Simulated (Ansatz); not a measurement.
Runs of Ansatz 0.2.0 on CaO. Symmetry: Fm-3m, No. 225, cubic system. The conventional cell has a = 4.807 Å, b = 4.807 Å, c = 4.807 Å, α = 90.00°, β = 90.00°, γ = 90.00°. Around Ca (site symmetry m-3m) lie 6 O at 2.40 Å. O (site symmetry m-3m) has 6 Ca at 2.40 Å as nearest neighbours. The cell is a database's computed one.

| task | level | potentials or basis | k mesh | cutoff (eV) | smearing | points for each segment of the path | q mesh | atoms under strain | gap on the mesh (eV) | pressure (GPa) | V0 of scaled cells (Å³/atom) | B0 (GPa) |
| --- | --- | --- | --- | --- | --- | --- | --- | --- | --- | --- | --- | --- |
| band structure | BLYP | Ansatz PAW | 10 × 10 × 10 | 420 | fermi-dirac 0.05 eV | 14 | - | - | (a) | 4.3 | - | - |
| band structure | PBE | PseudoDojo stringent (PBE files) | 10 × 10 × 10 | 1252 | fermi-dirac 0.05 eV | 14 | - | - | (b) | 1.4 | - | - |
| phonons | PBE | Ansatz PAW | 8 × 8 × 8 | 420 | fixed | 8 | 2 × 2 × 2 | - | 3.65 | - | - | - |
| elastic constants | LDA | Ansatz PAW | 8 × 8 × 8 | 420 | fixed | - | - | relaxed | 3.49 | -7.0 | - | - |
| equation of state | PBEsol | PseudoDojo PBEsol stringent | 10 × 10 × 10 | 1252 | fermi-dirac 0.05 eV | - | - | - | - | - | 13.51 | 116 |
| single point | PBE | Ansatz PAW | 6 × 6 × 6 | 420 | fermi-dirac 0.05 eV | - | - | - | 3.65 | 1.6 | - | - |
| band structure | BPBE | Ansatz PAW | 10 × 10 × 10 | 420 | fermi-dirac 0.05 eV | 14 | - | - | (c) | 1.5 | - | - |
| equation of state | r2SCAN | Ansatz PAW | 10 × 10 × 10 | 500 | fermi-dirac 0.05 eV | - | - | - | - | - | 13.78 | 117 |

Alike in all rows: no spin polarisation; cell as given.

Task: Fill in the values left out.

Result: (a) 3.75; (b) 3.66; (c) 3.68.

Caveats: the PAW data sets come from PBE, with cores solved anew for the run's functional, which leaves a small shift of forces and pressure (some runs); the cell is more than 3 GPa from zero pressure, which shifts response properties (some runs); the PAW data sets were made with another functional, which shifts forces and pressure a little (some runs).

A k mesh can miss the band edges.
